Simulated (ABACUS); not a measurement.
# TaN (Fm-3m) in ABACUS: further runs

One crystal, TaN, is run at these levels: PBE; tasks: single point, relaxation of cell and atoms.

Program: ABACUS 3.10.1. These are calculated values, not measurements. Logs are shortened: lines on timing, memory, paths and dates and some standing lists are left out, and cuts for length are marked.

## (1) The crystal as given

Symmetry: Fm-3m, No. 225, cubic system. The conventional cell has a = 4.423 Å, b = 4.423 Å, c = 4.423 Å, α = 90.00°, β = 90.00°, γ = 90.00°. Ta (site symmetry m-3m) has 6 N at 2.21 Å as nearest neighbours. Around N (site symmetry m-3m) lie 6 Ta at 2.21 Å.

The cell comes from a database or a generator and needn't be the stable form of this composition.

## (2) Single point, PBE

INPUT reads:

```
INPUT_PARAMETERS
suffix              TaN
calculation         scf
basis_type          lcao
pseudo_dir          ./
orbital_dir         ./
symmetry            1
dft_functional      pbe
ecutwfc             100
pseudo_rcut         7
nspin               1
nbands              19
ks_solver           genelpa
smearing_method     fd
smearing_sigma      0.00367493
scf_thr             1e-07
scf_nmax            100
mixing_type         broyden
mixing_beta         0.7
cal_force           1
cal_stress          1
out_mul             1
out_chg             1
```

STRU reads:

```
ATOMIC_SPECIES
Ta 180.9479 Ta.upf
N 14.0070 N.upf

NUMERICAL_ORBITAL
Ta_confined-atom_7au_4s3p3d1f.orb
N_confined-atom_6au_3s3p2d1f.orb

LATTICE_CONSTANT
1.8897261246

LATTICE_VECTORS
0.0000000000 2.2113230000 2.2113230000
2.2113230000 0.0000000000 2.2113230000
2.2113230000 2.2113230000 0.0000000000

ATOMIC_POSITIONS
Direct

Ta
0.0
1
0.5000000000 0.5000000000 0.5000000000 1 1 1

N
0.0
1
0.0000000000 0.0000000000 0.0000000000 1 1 1
```

KPT reads:

```
K_POINTS
0
Gamma
9 9 9 0 0 0
```

Potentials or basis: PseudoDojo NC SR 0.4.1 PBE standard, TZDP LCAO (the cutoffs set its grid).

Launch:

```bash
$ OMP_NUM_THREADS=1 mpirun -np 4 abacus > log
```

running log:

```text
ABACUS v3.10.1

               Atomic-orbital Based Ab-initio Computation at UStc

 ------------------------------------------------------------------------------------

 READING GENERAL INFORMATION
                           global_out_dir = OUT.TaN/
                           global_in_card = INPUT
                               pseudo_dir = ./
                              orbital_dir = ./
                                    DSIZE = 4
                                    GSIZE = 1

 READING UNITCELL INFORMATION
                                    ntype = 2
                  lattice constant (Bohr) = 1.88973
              lattice constant (Angstrom) = 1

 READING ATOM TYPE 1
                               atom label = Ta
                      L=0, number of zeta = 4
                      L=1, number of zeta = 3
                      L=2, number of zeta = 3
                      L=3, number of zeta = 1
             number of atom for this type = 1

 READING ATOM TYPE 2
                               atom label = N
                      L=0, number of zeta = 3
                      L=1, number of zeta = 3
                      L=2, number of zeta = 2
                      L=3, number of zeta = 1
             number of atom for this type = 1

                        TOTAL ATOM NUMBER = 2
DIRECT COORDINATES
    atom                   x                   y                   z     mag                  vx                  vy                  vz
taud_Ta1            0.5000000000        0.5000000000        0.5000000000  0.0000        0.0000000000        0.0000000000        0.0000000000
taud_N1            0.0000000000        0.0000000000        0.0000000000  0.0000        0.0000000000        0.0000000000        0.0000000000

                          Volume (Bohr^3) = 145.943
                             Volume (A^3) = 21.6265

 Lattice vectors: (Cartesian coordinate: in unit of a_0)
                   +0            +2.21132            +2.21132
             +2.21132                  +0            +2.21132
             +2.21132            +2.21132                  +0
 Reciprocal vectors: (Cartesian coordinate: in unit of 2 pi/a_0)
            -0.226109           +0.226109           +0.226109
            +0.226109           -0.226109           +0.226109
            +0.226109           +0.226109           -0.226109
 The esolver type has been set to : ksdft_lcao

                PAO radial cut off (Bohr) = 7

 Read in pseudopotential file is Ta.upf
                     pseudopotential type = NC
          exchange-correlation functional = PBE
                 nonlocal core correction = 1
                        valence electrons = 13
                                     lmax = 3
                           number of zeta = 4
                     number of projectors = 8
                           L of projector = 0
                           L of projector = 0
                           L of projector = 1
                           L of projector = 1
                           L of projector = 2
                           L of projector = 2
                           L of projector = 3
                           L of projector = 3
                PAO radial cut off (Bohr) = 7

 Read in pseudopotential file is N.upf
                     pseudopotential type = NC
          exchange-correlation functional = PBE
                 nonlocal core correction = 1
                        valence electrons = 5
                                     lmax = 1
                           number of zeta = 2
                     number of projectors = 4
                           L of projector = 0
                           L of projector = 0
                           L of projector = 1
                           L of projector = 1
     initial pseudo atomic orbital number = 14

 SETUP THE ELECTRONS NUMBER
            electron number of element Ta = 13
      total electron number of element Ta = 13
             electron number of element N = 5
       total electron number of element N = 5
            AUTOSET number of electrons:  = 18
                           occupied bands = 9
                                   NLOCAL = 64
                                   NBANDS = 19
                                   NBANDS = 19
                                   NLOCAL = 64

%%%%%%%%%%%%%%%%%%%%%%%%%%%%%%%%%%%%%%%%%%%%%%%%%%%%%%%%%%%%%%%%%%%%%%%%%%%%%%%%%%%%%%%%%%%%%%%%%%%%%%%%%%
 Warning: the number of valence electrons in pseudopotential > 5 for Ta: [Xe] 4f14 5d3 6s2
 Pseudopotentials with additional electrons can yield (more) accurate outcomes, but may be less efficient.
 If you're confident that your chosen pseudopotential is appropriate, you can safely ignore this warning.
%%%%%%%%%%%%%%%%%%%%%%%%%%%%%%%%%%%%%%%%%%%%%%%%%%%%%%%%%%%%%%%%%%%%%%%%%%%%%%%%%%%%%%%%%%%%%%%%%%%%%%%%%%

 SETUP THE PLANE WAVE BASIS
 energy cutoff for charge/potential (unit:Ry) = 400
            fft grid for charge/potential = [ 40, 40, 40 ]
                        fft grid division = [ 5, 5, 5 ]
        big fft grid for charge/potential = [ 8, 8, 8 ]
                                     nbxx = 128
                                     nrxx = 16000

 SETUP PLANE WAVES FOR CHARGE/POTENTIAL
                    number of plane waves = 19747
                         number of sticks = 955

 PARALLEL PW FOR CHARGE/POTENTIAL
     PROC   COLUMNS(POT)             PW
        1            239           4938
        2            239           4938
        3            239           4938
        4            238           4933
 --------------- sum -------------------
        4            955          19747
                            number of |g| = 237
                                  max |g| = 36.1456
                                  min |g| = 0.153376

----------- Double Check Mixing Parameters Begin ------------
mixing_type: broyden
mixing_beta: 0.7
mixing_gg0: 1
mixing_gg0_min: 0.1
mixing_ndim: 8
----------- Double Check Mixing Parameters End ------------

 LATTICE VECTORS: (CARTESIAN COORDINATE: IN UNIT OF A0)
                   +0            +2.21132            +2.21132
             +2.21132                  +0            +2.21132
             +2.21132            +2.21132                  +0
                       right hand lattice = 1
                                   NORM_A = 3.12728
                                   NORM_B = 3.12728
                                   NORM_C = 3.12728
                           ALPHA (DEGREE) = 60
                           BETA  (DEGREE) = 60
                           GAMMA (DEGREE) = 60

 The lattice vectors have been changed (STRU_SIMPLE.cif)

(for optimal symmetric configuration:)
                             BRAVAIS TYPE = 3
                     BRAVAIS LATTICE NAME = 03. Cubic F (face-centered)
                                    ibrav = 3
                                    IBRAV = 3
                                  BRAVAIS = FACE CENTERED CUBIC
                       LATTICE CONSTANT A = 4.42265
Original cell was already a primitive cell.
                        ROTATION MATRICES = 48
              PURE POINT GROUP OPERATIONS = 48
                   SPACE GROUP OPERATIONS = 48
                              POINT GROUP = O_h
               POINT GROUP IN SPACE GROUP = O_h

 SETUP K-POINTS
                                    nspin = 1
                   Input type of k points = Monkhorst-Pack(Gamma)
                                   nkstot = 729
                       right hand lattice = 1
(for reciprocal lattice: )
                             BRAVAIS TYPE = 2
                     BRAVAIS LATTICE NAME = 02. Cubic I (body-centered)
                                    ibrav = 2
                       right hand lattice = 1
(for k-lattice: )
                             BRAVAIS TYPE = 2
                     BRAVAIS LATTICE NAME = 02. Cubic I (body-centered)
                                    ibrav = 2
                       right hand lattice = 1
                        ROTATION MATRICES = 48
                               nkstot_ibz = 35
K-POINTS REDUCTION ACCORDING TO SYMMETRY
     IBZ    DIRECT_X    DIRECT_Y    DIRECT_Z  WEIGHT  ibz2bz
       1  0.00000000  0.00000000  0.00000000  0.0014       0
       2  0.11111111  0.11111111  0.11111111  0.0110       1
       3  0.22222222  0.22222222  0.22222222  0.0110       2
       4  0.33333333  0.33333333  0.33333333  0.0110       3
       5  0.44444444  0.44444444  0.44444444  0.0110       4
       6  0.11111111  0.11111111  0.00000000  0.0082      10
[... 22 lines left out ...]
      29  0.44444444  0.33333333  0.11111111  0.0329     112
      30 -0.44444444  0.44444444  0.22222222  0.0658     113
[... 5 further k points ...]

                               nkstot now = 35
[... K-POINTS DIRECT COORDINATES: 35 rows ...]

           k-point number in this process = 35
       minimum distributed K point number = 35
[... stars of the k points ...]

[... K-POINTS CARTESIAN COORDINATES: 35 rows ...]

[... K-POINTS DIRECT COORDINATES: 35 rows ...]

 SETUP PLANE WAVES FOR WAVE FUNCTIONS
     energy cutoff for wavefunc (unit:Ry) = 100
              fft grid for wave functions = [ 40, 40, 40 ]
                    number of plane waves = 3383
                         number of sticks = 301

 PARALLEL PW FOR WAVE FUNCTIONS
     PROC   COLUMNS(POT)             PW
        1             75            846
        2             75            846
        3             75            846
        4             76            845
 --------------- sum -------------------
        4            301           3383

 SET NONLOCAL PSEUDOPOTENTIAL PROJECTORS
 SET NONLOCAL PSEUDOPOTENTIAL PROJECTORS
 max number of nonlocal projetors among all species is 8

 -------------------------------------------
 SELF-CONSISTENT
 -------------------------------------------

 SETUP SEARCHING RADIUS FOR PROGRAM TO SEARCH ADJACENT ATOMS
                  longest orb rcut (Bohr) = 7
   longest nonlocal projector rcut (Bohr) = 2.3
                     search radius (Bohr) = 18.6
              searching radius is (Bohr)) = 18.6
         searching radius unit is (Bohr)) = 1.89
                         PeriodicBoundary = 1
                        Radius(unit:lat0) = 9.84
                                   glayer = [ 5, 5, 5 ]
                             glayer_minus = [ 4, 4, 4 ]

Find the coordinate range of the input atom(unit:lat0).
                                  min_tau = [ -17.7, -17.7, -17.7 ]
                                  max_tau = [ 19.9, 19.9, 19.9 ]
                                BoxNumber = [ 9, 9, 9 ]

 SETUP EXTENDED REAL SPACE GRID FOR GRID INTEGRATION
                          real space grid = [ 40, 40, 40 ]
                 big cell numbers in grid = [ 8, 8, 8 ]
             meshcell numbers in big cell = [ 5, 5, 5 ]
                        extended fft grid = [ 12, 12, 12 ]
                dimension of extened grid = [ 33, 33, 33 ]
                            UnitCellTotal = 125
              Atom number in sub-FFT-grid = 2
    Local orbitals number in sub-FFT-grid = 64
                                ParaV.nnr = 88848
                                 init_chg = atomic

 LCAO ALGORITHM --------------- ION=   1  ELEC=   1--------------------------------

 Density error is 0.115722678902
----------------------------------------------------------
     Energy           Rydberg                 eV
----------------------------------------------------------
 E_KohnSham     -150.8422708607      -2052.3143829650
 E_Harris       -151.5389996189      -2061.7938640375
 E_Fermi        1.5657798725         21.3035280798
----------------------------------------------------------
[... 80 lines left out ...]
 Density error is 3.90239045419e-08
----------------------------------------------------------
     Energy           Rydberg                 eV
----------------------------------------------------------
 E_KohnSham     -151.0758371404      -2055.4922152300
 E_KS(sigma->0) -151.0755515852      -2055.4883300517
 E_Harris       -151.0758368676      -2055.4922115183
 E_band         -3.9533883842        -53.7886084320
 E_one_elec     -7.1161546627        -96.8202512623
 E_Hartree      15.2505485682        207.4943581532
 E_xc           -35.8333569412       -487.5378328686
 E_Ewald        -123.3763029942      -1678.6207188956
 E_entropy(-TS) -0.0005711105        -0.0077703566
 E_descf        0.0000000000         0.0000000000
 E_exx          0.0000000000         0.0000000000
 E_Fermi        1.5479076547         21.0603640811
----------------------------------------------------------

 charge density convergence is achieved
 final etot is -2055.4922152 eV
 EFERMI = 21.060364081 eV

 STATE ENERGY(eV) AND OCCUPATIONS    NSPIN == 1
 1/35 kpoint (Cartesian) = 0.0000 0.0000 0.0000 (606 pws)
       1       -48.4337     0.00274348
       2       -14.6427     0.00274348
       3       -14.6427     0.00274348
       4       -14.6427     0.00274348
       5        2.46837     0.00274348
       6        17.3607     0.00274348
[... 104 lines left out ...]
       6        15.3462      0.0164609
[... 11 lines left out ...]
      18        43.4326        0.00000
      19        45.3498        0.00000

[... levels at 29 further k points ...]

 correction force for each atom along direction 1 is 9.95778e-16
 correction force for each atom along direction 2 is -1.51308e-14
 correction force for each atom along direction 3 is 2.93384e-14
------------------------------------------------------------------------------------------
 TOTAL-FORCE (eV/Angstrom)
------------------------------------------------------------------------------------------
                       Ta1         0.0000000000         0.0000000000         0.0000000000
                        N1         0.0000000000         0.0000000000         0.0000000000
------------------------------------------------------------------------------------------

----------------------------------------------------------------
 TOTAL-STRESS (KBAR)
----------------------------------------------------------------
       -10.7439419860         0.0000000000         0.0000000000
        -0.0000000000       -10.7439419860        -0.0000000000
         0.0000000000         0.0000000000       -10.7439419860
----------------------------------------------------------------
 TOTAL-PRESSURE: -10.743942 KBAR

 --------------------------------------------
 !FINAL_ETOT_IS -2055.4922152299923255 eV
 --------------------------------------------
```

Wall time 9.5 s (4 MPI ranks of Intel Xeon Platinum 8488C (Sapphire Rapids), shared host); peak memory 0.56 GiB.

What came out:

* Free energy: -2055.4922 eV
* Pressure: -1.1 GPa
* Band gap on the k mesh: none (metal or under the smearing width)
* Mulliken charges: Ta +1.09; N -1.09 e

Levels at points of the mesh, in eV from the Fermi level:
```tsv
k point	band 7	band 8	band 9	band 10	band 11	band 12
(0.00, 0.00, 0.00)	-3.70	-3.70	-1.93	-1.93	-1.93	0.19
```

Caveat: the atomic orbitals were generated for these runs and aren't a published set; Mulliken charges move with the basis; the basis of atomic orbitals isn't converged, which shifts pressures, moduli and gaps.

## (3) Relaxation of cell and atoms, PBE

Edit INPUT of step 2 so:

```diff
@@ -2,3 +2,3 @@
 suffix              TaN
-calculation         scf
+calculation         cell-relax
 basis_type          lcao
@@ -6,2 +6,3 @@
 orbital_dir         ./
+latname             fcc
 symmetry            1
@@ -11,3 +12,3 @@
 nspin               1
-nbands              19
+nbands              13
 ks_solver           genelpa
@@ -22,2 +23,6 @@
 out_mul             1
-out_chg             1
+relax_nmax          60
+force_thr_ev        0.02
+relax_method        cg
+out_stru            1
+stress_thr          1
```

Edit STRU of step 2 so:

```diff
@@ -9,8 +9,3 @@
 LATTICE_CONSTANT
-1.8897261246
-
-LATTICE_VECTORS
-0.0000000000 2.2113230000 2.2113230000
-2.2113230000 0.0000000000 2.2113230000
-2.2113230000 2.2113230000 0.0000000000
+8.3575896862
```

KPT is that of step 2.

Potentials or basis: PseudoDojo NC SR 0.4.1 PBE standard, TZDP LCAO (the cutoffs set its grid).

Launch:

```bash
$ OMP_NUM_THREADS=1 mpirun -np 4 abacus > log
```

It took 22 s on 4 MPI ranks of Intel Xeon Platinum 8488C (Sapphire Rapids), shared host; peak memory 0.56 GiB.

Results (log left out):

| Item | Value |
| --- | --- |
| Free energy | -2055.4925 eV |
| Relaxed volume | 10.78 Å³/atom |
| Relaxed cell | a = 3.124 Å, b = 3.124 Å, c = 3.124 Å, α = 60.00°, β = 60.00°, γ = 60.00° |
| Space group after relaxing (to 0.05 Å) | Fm-3m (No. 225) |
| Energy gained by relaxing | 0.1 meV/atom |
| Ionic steps | 3 |
| Pressure after relaxing | 0.0 GPa |
| Mulliken charges | Ta +1.10; N -1.10 e |

Step by step:
| step | energy change (eV) | largest force (eV/Å) | pressure (GPa) | volume (Å³) |
| --- | --- | --- | --- | --- |
| 1 | 0.0000 | 0.0000 | -1.07 | 21.63 |
| 2 | 0.0010 | 0.0000 | 2.53 | 21.39 |
| 3 | -0.0003 | 0.0000 | 0.01 | 21.55 |

Final structure:
```
CELL_PARAMETERS angstrom
-2.20887 0.00000 2.20887
0.00000 2.20887 2.20887
-2.20887 2.20887 0.00000
ATOMIC_POSITIONS crystal
Ta 0.50000 0.50000 0.50000
N 0.00000 0.00000 0.00000
```

Caveat: the atomic orbitals were generated for these runs and aren't a published set; Mulliken charges move with the basis; the basis of atomic orbitals isn't converged, which shifts pressures, moduli and gaps. The run has no spin-orbit coupling, so splittings on Ta are missing.
